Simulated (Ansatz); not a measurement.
All numbers below come from DFT PBE, scalar-relativistic, plane waves, PAW (Ansatz). All cells share a 420 eV cutoff and Γ-centred k meshes spaced at most about 0.3 Å⁻¹ (2π included). No spin polarisation in the final relaxations.

All energies are static (0 K, no zero-point motion).

Two forms of PbS were relaxed alike.

A.

```xyz
2
Lattice="-2.1243 2.1243 3.0053 2.1243 -2.1243 3.0053 2.1243 2.1243 -3.0053" Properties=species:S:1:pos:R:3 pbc="T T T"
Pb    0.0000    0.0000    3.0160
S     0.0000    0.0000    6.0034
```

B.

```xyz
4
Lattice="5.0308 0.0000 0.0000 -2.5154 4.3568 0.0000 0.0000 0.0000 6.0212" Properties=species:S:1:pos:R:3 pbc="T T T"
Pb    0.0000    2.9045    1.5053
Pb    2.5154    1.4523    4.5159
S     2.5154    1.4523    1.5053
S     0.0000    2.9045    4.5159
```

Problem. Which is lower in energy, and by how much?

Solution. A is lower, by 75 meV/atom. A has space group I4mm (No. 107), 27.1 Å³/atom and a gap of 0.50 eV on its mesh; B has space group P6_3/mmc (No. 194), 33.0 Å³/atom and a gap of 1.45 eV. Counting S atoms around Pb (those within 1.25 times the shortest such distance or 1.15 times the sum of covalent radii; the shortest distance is added where it is long for a bond), A has Pb 6 from 3.0 Å and B has Pb 5. The denser one is the lower, and pressure would at first widen the difference. In A, Pb has 6 S at 2.99–3.02 Å; around S lie 6 Pb at 2.99–3.02 Å. In B, around Pb lie 5 S at 2.90–3.01 Å; S is surrounded by 5 Pb at 2.90–3.01 Å. Both come from invented guesses. The part of the Crystallography Open Database at hand lists PbS in space groups No. 12, 225; no cell shown has one of them.

These runs have no spin–orbit coupling, which can matter for Pb. Kohn–Sham gaps at this level usually fall short of measured ones. The missing spin–orbit coupling can work the other way here. Cells relaxed within their symmetry can be saddle points. The I4mm cell of PbS came from shaking the P6_3/mmc one.
